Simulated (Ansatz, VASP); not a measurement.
## Two plane-wave programs on Cu

```xyz
1
Lattice="0.0000 1.7818 1.7818 1.7818 0.0000 1.7818 1.7818 1.7818 0.0000" Properties=species:S:1:pos:R:3 pbc="T T T"
Cu    0.0000    0.0000    0.0000
```

Alike in both runs: functional PBEsol; k mesh 21 × 21 × 21; occupations fermi-dirac, width 0.1 eV; no spin polarisation.

Ansatz relaxed the structure, and its values are those at the end. VASP's run is a single point on that final structure, the one shown.

|  | VASP | Ansatz |
| --- | --- | --- |
| version | VASP 6.6.1 | Ansatz 0.2.0 |
| potentials or method | VASP PAW PBE potentials, release 64 (Cu) | PAW with Ansatz's default frozen-core files, scalar-relativistic |
| plane-wave cutoff (eV) | 520 | 420 |
| valence electrons in the cell | 11 | 19 |

```tsv
	VASP	Ansatz	Ansatz less VASP
pressure (GPa)	0.7	0.0	-0.69
```

The two sets of potentials don't hold the same shells in valence.

Caveats: the PAW data sets were made with another functional, which shifts forces and pressure a little (VASP).
